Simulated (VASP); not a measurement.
# InSe (P6_3/mmc) in VASP: a series of runs, part 2 of 2

VASP 6.6.1. Earlier steps stand in the parts before.

**4. Single point, PBEsol**

Input file INCAR:

```
PREC     = Accurate       # precision mode
ENCUT    = 400            # plane-wave cutoff, eV
EDIFF    = 1E-6           # SCF threshold, eV
ISMEAR   = 0              # smearing method
SIGMA    = 0.02           # smearing width, eV
LREAL    = False          # projectors in reciprocal space
LASPH    = True           # aspherical terms in the spheres
NELM     = 100            # most SCF steps
ALGO     = Normal         # electronic algorithm
ISIF     = 2              # what is computed and relaxed
LWAVE    = False          # write WAVECAR
LCHARG   = False          # write CHGCAR
GGA      = PS             # functional
```

Input file KPOINTS:

```
regular mesh
0
Gamma
  12 12 2
```

Input file POSCAR:

```
InSe
1.0
    4.0500000000      0.0000000000      0.0000000000
   -2.0250000000      3.5074028853      0.0000000000
    0.0000000000      0.0000000000     16.9300000000
In Se
4 4
Direct
    0.3333333333      0.6666666667      0.1570000000
    0.6666666667      0.3333333333      0.6570000000
    0.3333333333      0.6666666667      0.3430000000
    0.6666666667      0.3333333333      0.8430000000
    0.3333333333      0.6666666667      0.6020000000
    0.6666666667      0.3333333333      0.1020000000
    0.3333333333      0.6666666667      0.8980000000
    0.6666666667      0.3333333333      0.3980000000
```

On the command line:

```console
> cat potpaw_PBE.64/In_d/POTCAR potpaw_PBE.64/Se/POTCAR > POTCAR
> mpirun -np 1 vasp_std > vasp.out
```

Run time: 7 min. Hardware: 1 thread of Intel Xeon Platinum 8488C (Sapphire Rapids), shared host; peak memory 0.41 GiB.

The run converged. Its results:

- Free energy: -29.5043 eV
- Pressure: 5.1 GPa
- Largest force: 2.764 eV/Å
- Band gap on the k mesh: none (metal or under the smearing width)

Forces on the atoms (eV/Å):
```
In   0.000  0.000  2.764
In   0.000  0.000  2.764
In   0.000  0.000 -2.764
In   0.000  0.000 -2.764
Se   0.000  0.000 -1.826
Se   0.000  0.000 -1.826
Se   0.000  0.000  1.826
Se   0.000  0.000  1.826
```

Stress tensor (GPa, compression positive):
```
7.61 0.00 0.00
0.00 7.61 0.00
0.00 0.00 0.05
```

Levels at points of the mesh, in eV from the Fermi level:
| k point | band 36 | band 37 | band 38 | band 39 | band 40 | band 41 |
| --- | --- | --- | --- | --- | --- | --- |
| (0.00, 0.00, 0.00) | -2.18 | -1.43 | -0.49 | -0.10 | 0.31 | 1.12 |
| (0.50, 0.00, 0.00) | -2.59 | -1.54 | -1.03 | 0.84 | 0.97 | 1.25 |
| (0.00, 0.00, 0.50) | -2.20 | -1.03 | -1.03 | 0.19 | 0.19 | 1.30 |
| (0.50, 0.00, 0.50) | -2.73 | -1.30 | -1.30 | 1.07 | 1.07 | 1.13 |

Caveat: the PAW data sets were made with another functional, which shifts forces and pressure a little; this functional lacks dispersion, which binds the layers, so the pressure and a relaxed spacing across them are unreliable.

**5. Relaxation of cell and atoms, optB88-vdW**

Input file INCAR:

```
  PREC = Accurate
  ENCUT = 400
  EDIFF = 1E-7
  ISMEAR = 0
  SIGMA = 0.02
  LREAL = False
  LASPH = True
  NELM = 80
  ALGO = Normal
  ISIF = 3
  LWAVE = False
  LCHARG = False
  GGA = BO
  LUSE_VDW = True
  AGGAC = 0.0
  PARAM1 = 0.1833333333
  PARAM2 = 0.22
  IBRION = 2
  NSW = 60
  EDIFFG = -0.005
```

Input file KPOINTS:

```
Automatic mesh
0
Gamma
  8 8 2
```

POSCAR is that of step 4.

On the command line:

```console
> cat potpaw_PBE.64/In_d/POTCAR potpaw_PBE.64/Se/POTCAR > POTCAR
> mpirun -np 1 vasp_std > vasp.out
```

It took 51 min on 1 thread of Intel Xeon 6975P-C (Granite Rapids), shared host; peak memory 0.78 GiB.

The run converged. Its results:

```yaml
Free_energy: -8.9057 eV
Relaxed_volume: 30.53 Å³/atom
Relaxed_cell: a = 4.076 Å, b = 4.076 Å, c = 16.976 Å, α = 90.00°, β = 90.00°, γ = 120.00°
Space_group_after_relaxing_to_0.05_Å: P6_3/mmc (No. 194)
Energy_gained_by_relaxing: 252.3 meV/atom
Ionic_steps: 23
Pressure_after_relaxing: 0.0 GPa
Largest_force_after_relaxing: 0.004 eV/Å
Band_gap_on_the_k_mesh: 0.17 eV, direct
```

Forces in eV/Å, atoms in the order of the input:
```
In   0.000  0.000 -0.001
In   0.000  0.000 -0.001
In   0.000  0.000  0.001
In   0.000  0.000  0.001
Se   0.000  0.000 -0.004
Se   0.000  0.000 -0.004
Se   0.000  0.000  0.004
Se   0.000  0.000  0.004
```

The path:
```tsv
step	energy change (eV)	largest force (eV/Å)	pressure (GPa)	volume (Å³)
1	0.0000	2.9582	7.25	240.49
2	-1.1848	0.3322	-4.51	290.43
3	-1.5850	0.8120	-1.87	271.32
4	-1.8266	0.3453	-1.09	260.42
5	-1.8926	0.2428	-0.23	251.91
6	-1.9789	0.2472	0.38	246.72
7	-1.9977	0.2495	0.88	242.83
8	-2.0069	0.1142	-0.55	247.72
9	-2.0151	0.0321	0.02	245.72
10	-2.0157	0.0278	-0.01	245.74
11	-2.0158	0.0543	-0.03	245.76
12	-2.0162	0.0442	-0.02	245.62
13	-2.0168	0.0419	0.01	245.22
14	-2.0174	0.0325	-0.02	245.23
15	-2.0176	0.0265	-0.07	245.25
16	-2.0179	0.0143	-0.04	244.77
17	-2.0181	0.0015	-0.01	244.23
18	-2.0183	0.0127	0.01	244.14
19	-2.0183	0.0145	0.00	244.13
20	-2.0183	0.0173	0.01	244.12
21	-2.0183	0.0063	0.01	244.16
22	-2.0183	0.0088	0.01	244.18
23	-2.0183	0.0035	-0.02	244.27
```

Final structure:
```yaml
crystal:
  lattice:
    - [4.07620, 0.00000, 0.00000]
    - [-2.03810, 3.53009, 0.00000]
    - [0.00000, 0.00000, 16.97568]
  atoms:
    - { symbol: In, position: [0.33333, 0.66667, 0.16710] }
    - { symbol: In, position: [0.66667, 0.33333, 0.66710] }
    - { symbol: In, position: [0.33333, 0.66667, 0.33290] }
    - { symbol: In, position: [0.66667, 0.33333, 0.83290] }
    - { symbol: Se, position: [0.33333, 0.66667, 0.59117] }
    - { symbol: Se, position: [0.66667, 0.33333, 0.09117] }
    - { symbol: Se, position: [0.33333, 0.66667, 0.90883] }
    - { symbol: Se, position: [0.66667, 0.33333, 0.40883] }
```

Levels at points of the mesh, in eV from the valence-band top:
```tsv
k point	band 34	band 35	band 36	band 37	band 38	band 39	band 40	band 41	band 42	band 43
(0.00, 0.00, 0.00)	-1.15	-1.15	-1.08	-1.08	0.00	0.17	1.53	2.01	2.03	4.09
(0.50, 0.00, 0.00)	-2.10	-1.99	-1.98	-1.92	-1.32	0.99	1.24	1.77	1.90	3.33
(0.00, 0.00, 0.50)	-1.11	-1.11	-1.11	-0.92	-0.92	1.05	1.05	2.03	2.03	4.15
(0.50, 0.00, 0.50)	-2.19	-1.99	-1.99	-1.66	-1.66	1.36	1.36	1.55	1.55	3.55
```

Caveat: the PAW data sets were made with another functional, which shifts forces and pressure a little; spin-orbit coupling is left out, which moves the levels of the heavy elements.

**6. Summary**

| task | level | potentials or basis | cell | k mesh | gap on the mesh (eV) | pressure (GPa) | relaxed volume (Å³/atom) | largest force (eV/Å) |
| --- | --- | --- | --- | --- | --- | --- | --- | --- |
| single point | LDA | VASP PAW LDA potentials, release 64 (In_d, Se) | as given | 12 × 12 × 2 | none | 3.5 | - | 2.64 |
| relaxation of cell and atoms | PBEsol | VASP PAW PBE potentials, release 64 (In_d, Se) | relaxed | 8 × 8 × 2 | 0.41 | 0.0 | 29.48 | - |
| single point | PBEsol | VASP PAW PBE potentials, release 64 (In_d, Se) | as given | 12 × 12 × 2 | none | 5.1 | - | 2.76 |
| relaxation of cell and atoms | optB88-vdW | VASP PAW PBE potentials, release 64 (In_d, Se) | relaxed | 8 × 8 × 2 | 0.17 | 0.0 | 30.53 | - |

Alike in all rows: no spin polarisation; cutoff (eV) 400; smearing gaussian 0.02 eV.

Caveats: the PAW data sets were made with another functional, which shifts forces and pressure a little (some runs); spin-orbit coupling is left out, which moves the levels of the heavy elements (some runs); this functional lacks dispersion, which binds the layers, so the pressure and a relaxed spacing across them are unreliable (some runs); forces of over 1 eV/Å show positions far from the minimum, so gaps and moduli don't describe the material at rest (some runs).

Total energies depend on the potentials used, so only differences within one code and one set of settings carry meaning.
